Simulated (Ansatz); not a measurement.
Nuclear-site quantities of ZrB2 as the cell is scaled

```
Zr B
1.0
     3.16500    0.00000    0.00000
    -1.58250    2.74097    0.00000
     0.00000    0.00000    3.52000
Zr B
1 2
Direct
  0.00000 0.00000 0.00000
  0.33333 0.66667 0.50000
  0.66667 0.33333 0.50000
```

Atom numbers follow the list: Zr1, B2, B3.

The conventional cell has a = 3.165 Å, b = 3.165 Å, c = 3.520 Å, α = 90.00°, β = 90.00°, γ = 120.00°. Around Zr (atom 1) lie 12 B at 2.54 Å. B (atom 2) is surrounded by 3 B at 1.83 Å.

The cell is COD entry 1510856, as deposited and not checked against the literature; nothing was relaxed.

Computed with DFT, PBE, all-electron PAW with datasets made for the crystal, scalar-relativistic (Ansatz 0.2.0).

Numerical set-up: a Γ-centred 12×12×9 k mesh, Fermi–Dirac smearing of 0.05 eV, cutoff 320 eV (chosen by the program for this cell), no spin polarisation.

The contact density is the mean electron density over the nuclear volume; its changes follow the s electrons' response to bonding and compression. Changes below are taken from the unscaled cell, where it is 490582 e/Å³ at Zr1, 486.14 e/Å³ at B2.

Volumes at which the program chose other datasets or cutoffs are left out.

| V/V(cell) | P (GPa) | Δρ(0) Zr1 (e/Å³) | Δρ(0) B2 (e/Å³) |
| --- | --- | --- | --- |
| 0.9400 | 19.8 | ? | 0.12 |
| 0.9600 | 13.4 | ? | 0.08 |
| 0.9800 | 7.7 | ? | 0.04 |
| 0.9900 | 5.0 | 0.23 | 0.02 |
| 1.0000 | 2.4 | 0.00 | 0.00 |

Question: What belongs in the row "0.9800", column "Δρ(0) Zr1 (e/Å³)"?

Answer: 0.47.

Question: What belongs in the row "0.9400", column "Δρ(0) Zr1 (e/Å³)"?

Answer: 1.49.

Question: Fill in "Δρ(0) Zr1 (e/Å³)" for the row "0.9600".

Answer: 0.97.

The datasets are made afresh for each cell, so very small changes are uncertain.
